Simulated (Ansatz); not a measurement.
CsPbI3 (cubic perovskite)

```yaml
crystal:
  lattice:
    - [6.24728, 0.00000, 0.00000]
    - [0.00000, 6.24728, 0.00000]
    - [0.00000, 0.00000, 6.24728]
  atoms:
    - { symbol: Cs, position: [0.00000, 0.00000, 0.00000] }
    - { symbol: Pb, position: [0.50000, 0.50000, 0.50000] }
    - { symbol: I, position: [0.00000, 0.50000, 0.50000] }
    - { symbol: I, position: [0.50000, 0.50000, 0.00000] }
    - { symbol: I, position: [0.50000, 0.00000, 0.50000] }
```

The slice is a {100} plane (indices of the conventional cell) through the point (0.500, 0.500, 0.500) (fractional), spanned by u = [100] and v = [010] in vectors of this cell: u (6.25 Å) and v (6.25 Å, at 90° to u). It covers one period; positions are fractions (u, v).

The numbers are results of PBEsol (plane waves to 420 eV, PAW, scalar-relativistic; Ansatz, a quantum-chemistry and plane-wave program), not measurements. k mesh 6×6×6. Inside the PAW spheres the values are not all-electron values, and peaks at nuclei hang on which shells count as valence. CsPbI3 was relaxed with its symmetry unable to fall. Spin-orbit coupling is left out, though I and Pb are heavy. This is a high-temperature form of CsPbI3.

Three fields on this plane, each scaled to ten steps between its own extremes (0 low, 9 high; the total valence density on a logarithmic scale, the potential cut 8 eV below its top; x marks points blanked near nuclei; v = 0 in the bottom row):

Map A
```
|xxxxxx21247xxxxxxxxxxx74212xxxxx|
|xxxxx3112369xxxxxxxxx9632113xxxx|
|xxxxx2111357xxxxxxxxx7531112xxxx|
|xxxx210012357xxxxxxx753210012xxx|
|xx3210000123456xxx6543210000123x|
|22110000001233444443321000000112|
|11110000000112222222110000000111|
|22211000000001111111000000001122|
|44332100000000000000000000012334|
|87653210000000000000000000123567|
|xx97532100000000000000000123579x|
|xxxx7431000000000000000001347xxx|
|xxxxx53210000000000000001235xxxx|
|xxxxx64210000000000000001246xxxx|
|xxxxxx421000000000000000124xxxxx|
|xxxxxx421000000000000000124xxxxx|
|xxxxxx421000000000000000124xxxxx|
|xxxxx64210000000000000001246xxxx|
|xxxxx53210000000000000001235xxxx|
|xxxx7431000000000000000001347xxx|
|xx97532100000000000000000123579x|
|87653210000000000000000000123567|
|44332100000000000000000000012334|
|22211000000001111111000000001122|
|11110000000112222222110000000111|
|22110000001233444443321000000112|
|xx3210000123456xxx6543210000123x|
|xxxx210012357xxxxxxx753210012xxx|
|xxxxx2111357xxxxxxxxx7531112xxxx|
|xxxxx3112369xxxxxxxxx9632113xxxx|
|xxxxxx21247xxxxxxxxxxx74212xxxxx|
|xxxxxx21248xxxxxxxxxxx84212xxxxx|
```

Map B
```
|xxxxxx02430xxxxxxxxxxx03420xxxxx|
|xxxxx0034400xxxxxxxxx0044300xxxx|
|xxxxx0145530xxxxxxxxx0355410xxxx|
|xxxx003566510xxxxxxx015665300xxx|
|xx0002567765200xxx0025677652000x|
|00013567888754100014578887653100|
|22345678899887655567889988765432|
|44456788999998888888999998876544|
|33456789999999999999999999876543|
|00035689999999999999999999865300|
|xx00157899999999999999999875100x|
|xxxx0258999999999999999998520xxx|
|xxxxx04789999999999999998740xxxx|
|xxxxx01689999999999999998610xxxx|
|xxxxxx058999999999999999850xxxxx|
|xxxxxx058999999999999999850xxxxx|
|xxxxxx058999999999999999850xxxxx|
|xxxxx01689999999999999998610xxxx|
|xxxxx04789999999999999998740xxxx|
|xxxx0258999999999999999998520xxx|
|xx00157899999999999999999875100x|
|00035689999999999999999999865300|
|33456789999999999999999999876543|
|44456788999998888888999998876544|
|22345678899887655567889988765432|
|00013567888754100014578887653100|
|xx0002567765200xxx0025677652000x|
|xxxx003566510xxxxxxx015665300xxx|
|xxxxx0145530xxxxxxxxx0355410xxxx|
|xxxxx0034400xxxxxxxxx0044300xxxx|
|xxxxxx02430xxxxxxxxxxx03420xxxxx|
|xxxxxx02430xxxxxxxxxxx03420xxxxx|
```

Map C
```
|xxxxxx88889xxxxxxxxxxx98888xxxxx|
|xxxxx9877899xxxxxxxxx9987789xxxx|
|xxxxx9877789xxxxxxxxx9877789xxxx|
|xxxx987667889xxxxxxx988766789xxx|
|xx9987666678899xxx9988766667899x|
|98887655556778899988776555567888|
|88776655555667788877665555566778|
|88776655444556666666554445566778|
|88877655444445555555444445567788|
|99988765443334444444333445678899|
|xx99887654333333333333345678899x|
|xxxx9876543322222222233456789xxx|
|xxxxx98765432111111123456789xxxx|
|xxxxx98765432110001123456789xxxx|
|xxxxxx986543210000012345689xxxxx|
|xxxxxx986543210000012345689xxxxx|
|xxxxxx986543210000012345689xxxxx|
|xxxxx98765432110001123456789xxxx|
|xxxxx98765432111111123456789xxxx|
|xxxx9876543322222222233456789xxx|
|xx99887654333333333333345678899x|
|99988765443334444444333445678899|
|88877655444445555555444445567788|
|88776655444556666666554445566778|
|88776655555667788877665555566778|
|98887655556778899988776555567888|
|xx9987666678899xxx9988766667899x|
|xxxx987667889xxxxxxx988766789xxx|
|xxxxx9877789xxxxxxxxx9877789xxxx|
|xxxxx9877899xxxxxxxxx9987789xxxx|
|xxxxxx88889xxxxxxxxxxx98888xxxxx|
|xxxxxx98889xxxxxxxxxxx98889xxxxx|
```

Assign the maps to these fields: density of the highest valence band (whole band, smooth part); valence electron density; electrostatic potential energy of an electron, from the cell's mean.

A is the density of the highest valence band (whole band, smooth part); B is the electrostatic potential energy of an electron, from the cell's mean; C is the valence electron density.
